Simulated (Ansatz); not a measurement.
H2O on a (100) slab of Ti (Fm-3m (No. 225)), 4 planes, outer planes Ti (top) and Ti (bottom), 1 a cell of 32.6 Å², relaxed and still whole (its atoms last):

```
Ti O H
1.0
     5.71028    0.00000    0.00000
     0.00000    5.71028    0.00000
     0.00000    0.00000   24.05667
Ti O H
16 1 2
Direct
  0.25000 0.25000 0.33255
  0.25000 0.75000 0.33255
  0.75000 0.25000 0.33255
  0.75000 0.75000 0.33255
  0.50000 0.50000 0.41647
  0.50000 0.00000 0.41647
  0.00000 0.50000 0.41647
  0.00000 0.00000 0.41647
  0.75232 0.74996 0.50347
  0.75321 0.25002 0.50506
  0.24782 0.74996 0.50351
  0.24670 0.25000 0.50511
  0.99977 0.99851 0.58609
  0.99994 0.50122 0.58609
  0.50009 0.99746 0.58232
  0.50027 0.50280 0.58235
  0.00082 0.24997 0.66222
  0.14359 0.24903 0.68512
  0.85913 0.24936 0.68548
```

Method: DFT PBE+D3(BJ), scalar-relativistic, plane waves, PAW in Ansatz 0.2.0. Plane waves to 420 eV, a k mesh through Γ of 4×4×1 on the computed 19-atom cell and Gaussian smearing (0.10 eV); no spin polarisation. A dipole correction removes the field between periodic images along c.

It binds with 0.90 eV a molecule against the clean slab and the free molecule (no zero-point or thermal terms); its shortest contact is O–Ti 2.33 Å. Take first-order desorption with no barrier to adsorption, no reaction on the face and an assumed prefactor of 10^13 s⁻¹.

Question: How long does a molecule stay at 400 K?

Answer: τ = ν⁻¹·exp(E/k_BT) with k_BT = 0.0345 eV: E/k_BT = 26.1, so τ ≈ 2×10^-2 s. At about one hit a site a second (10⁻⁶ mbar) the coverage is near τ × 1 s⁻¹, so a layer needs roughly 5×10^-5 mbar.

Question: Where does its peak lie in a desorption experiment heated at 2 K/s?

Answer: The peak obeys E/(k_B·T_p²) = (ν/β)·exp(−E/k_BT_p). Solving gives T_p ≈ 331 K (E/k_BT_p = 31.6). An error of 0.1 eV in E moves it by about 37 K, and larger molecules have larger prefactors, which lowers it.

Question: Is this physisorption or chemisorption?

Answer: The tightest contact, O–Ti 2.33 Å, is 1.03 times the sum of covalent radii, and deformation and lateral interaction add up to +0.12 eV. This is chemisorption.

The molecule may also break up before it leaves, which wasn't tried.

The reference crystal is the fcc form of Ti, which isn't its usual structure.